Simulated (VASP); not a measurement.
Crystal: HfO2.

```
Hf O
1.0
     4.81353    0.00000    0.00000
     0.00000    4.81353    0.00000
     0.00000    0.00000    3.20542
Hf O
2 4
Direct
  0.50000 0.50000 0.50000
  0.00000 0.00000 0.00000
  0.80504 0.19496 0.50000
  0.69496 0.69496 0.00000
  0.30504 0.30504 0.00000
  0.19496 0.80504 0.50000
```

Measurements of this composition are mostly on another form, of space group No. 14.

Base run:

| Property | Result |
| --- | --- |
| Program | VASP 6.6.1 |
| Functional | BLYP |
| Potentials or basis | VASP PAW PBE potentials, release 64 (Hf_pv, O) |
| Cutoff | 520 eV |
| k mesh | 6 × 6 × 8 |
| Occupations | fermi-dirac, width 0.05 eV |
| Spin | no spin polarisation |

Its results: band gap on the k mesh 4.02 eV, direct.

Question: The run is repeated on the same cell with these changes: functional from BLYP to RPBE. What comes out?

Answer: Band gap on the k mesh 4.08 eV, direct.

Caveats: spin-orbit coupling is left out, which moves the levels of the heavy elements.
